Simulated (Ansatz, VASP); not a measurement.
# One calculation of SiN, two programs

File POSCAR:

```
SiN
1.0
    3.0232833814      0.0000000000      0.0000000000
   -1.5116416907      2.6182402111      0.0000000000
    0.0000000000      0.0000000000      4.9629556460
Si N
2 2
Direct
    0.3333333333      0.6666666667      0.4996013827
    0.6666666667      0.3333333333      0.9996013827
    0.3333333333      0.6666666667      0.8753986173
    0.6666666667      0.3333333333      0.3753986173
```

INCAR.step1

```
PREC     = Accurate       # precision mode
ENCUT    = 600            # plane-wave cutoff, eV
ISMEAR   = 0              # smearing method
SIGMA    = 0.1            # smearing width, eV
LREAL    = False          # projectors in reciprocal space
LASPH    = True           # aspherical terms in the spheres
NELM     = 80             # most SCF steps
GGA      = PE             # functional
ALGO     = Normal         # electronic algorithm
EDIFF    = 1E-4           # SCF threshold, eV
LWAVE    = True           # write WAVECAR
LCHARG   = False          # write CHGCAR
```

The input INCAR.step2:

```
PREC     = Accurate       # precision mode
ENCUT    = 600            # plane-wave cutoff, eV
EDIFF    = 1E-6           # SCF threshold, eV
ISMEAR   = 0              # smearing method
SIGMA    = 0.1            # smearing width, eV
LREAL    = False          # projectors in reciprocal space
LASPH    = True           # aspherical terms in the spheres
NELM     = 80             # most SCF steps
ALGO     = Normal         # electronic algorithm
ISIF     = 3              # what is computed and relaxed
LWAVE    = False          # write WAVECAR
LCHARG   = False          # write CHGCAR
METAGGA  = R2SCAN         # meta-GGA
LMIXTAU  = True         
IBRION   = 2              # ionic algorithm
NSW      = 80             # ionic steps
EDIFFG   = -0.05          # ionic threshold
ISTART   = 1
```

Contents of KPOINTS:

```
Automatic mesh
0
Gamma
  6 6 4
```

Input for Ansatz:

```yaml
crystal:
  lattice:
    - [3.0232833814, 0.0, 0.0]
    - [-1.5116416907, 2.6182402111, 0.0]
    - [0.0, 0.0, 4.962955646]
  atoms:
    - { symbol: Si, position: [0.3333333333, 0.6666666667, 0.4996013827] }
    - { symbol: Si, position: [0.6666666667, 0.3333333333, 0.9996013827] }
    - { symbol: "N", position: [0.3333333333, 0.6666666667, 0.8753986173] }
    - { symbol: "N", position: [0.6666666667, 0.3333333333, 0.3753986173] }
basis:
  ecutwfc: 500
kpoints:
  mp_grid: { grid: [6, 6, 4] }
hamiltonian:
  xc: r2scan
scf:
  occupations: { method: gaussian, width: 0.1 }
output:
  forces: true
  stress: true
  eigenvalues: true
relax:
  adjacent_minimum: "off"
  f_tol: 0.05
  max_steps: 60
  cell: { stress_tol: 0.5 }
```

Alike in both runs: task relaxation of cell and atoms; functional r2SCAN; k mesh 6 × 6 × 4; occupations gaussian, width 0.1 eV; no spin polarisation.

|  | VASP | Ansatz |
| --- | --- | --- |
| version | VASP 6.6.1 | Ansatz 0.2.0 |
| potentials or method | VASP PAW PBE potentials, release 64 (Si, N) | scalar-relativistic, plane waves, PAW |
| plane-wave cutoff (eV) | 600 | 500 |
| valence electrons in the cell | 18 | 18 |

|  | VASP | Ansatz | Ansatz less VASP |
| --- | --- | --- | --- |
| gap on the k mesh at the Fermi level, each at its own relaxed structure (eV) | none | none | - |
| relaxed volume (Å³/atom) | 9.67 | 9.65 | -0.019 |
| relaxed cell length with the largest relative difference (Å) | 2.812 | 2.809 | -0.0025 |
| energy change over the relaxation (meV/atom) | -249 | -249 | -0.1 |

A gap of «none» marks a metal or a gap that the smearing closes.

Caveats: the k mesh is coarse (spacing up to 0.40 Å⁻¹), so the values aren't converged; the PAW data sets were made with another functional, which shifts forces and pressure a little (VASP).
